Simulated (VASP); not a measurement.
Here is a VASP 6.6.1 calculation.

Contents of INCAR:

```
SYSTEM = Ga
  PREC = Accurate
  ENCUT = 600
  EDIFF = 1E-7
  ISMEAR = 0
  SIGMA = 0.03
  LREAL = .FALSE.
  LASPH = .TRUE.
  NELM = 80
  ALGO = Normal
  ISIF = 3
  LWAVE = .FALSE.
  LCHARG = .FALSE.
  GGA = PS
  IBRION = 2
  NSW = 90
  EDIFFG = -0.005
```

The input KPOINTS:

```
Automatic mesh
0
G
  14 14 14
  0 0 0
```

The input POSCAR:

```
Ga                                      
1.0
   -2.5968749819      2.5968749819      1.3604018544
    2.5968749819     -2.5968749819      1.3604018544
    2.5968749819      2.5968749819     -1.3604018544
  Ga            
     2
Direct
     1.0000000000000000    0.0000000000000000    0.0000000000000000
     0.7500000000000000    0.2500000000000000    0.5000000000000000
```

Potentials or basis: VASP PAW PBE potentials, release 64 (Ga_d).

Command:

```sh
$ cat potpaw_PBE.64/Ga_d/POTCAR > POTCAR
$ mpirun -np 1 vasp_std > vasp.out
```

**Question.** Estimate the band gap on the k mesh.

**Answer.** None (metal or under the smearing width).

**Question.** What does it give for the relaxed cell?

**Answer.** a = 3.918 Å, b = 3.918 Å, c = 3.918 Å, α = 96.93°, β = 96.93°, γ = 139.36°.

**Question.** Estimate the space group after relaxing (to 0.05 Å).

**Answer.** I4_1/amd (No. 141).

Final structure:
```cif
data_structure
_symmetry_space_group_name_H-M 'P 1'
_symmetry_Int_Tables_number 1
_cell_length_a 3.9184
_cell_length_b 3.9184
_cell_length_c 3.9184
_cell_angle_alpha 96.927
_cell_angle_beta 96.927
_cell_angle_gamma 139.357
_cell_volume 36.75
loop_
_atom_site_label
_atom_site_type_symbol
_atom_site_fract_x
_atom_site_fract_y
_atom_site_fract_z
_atom_site_occupancy
Ga1 Ga 0.00000 0.00000 0.00000 1
Ga2 Ga 0.75000 0.25000 0.50000 1
```
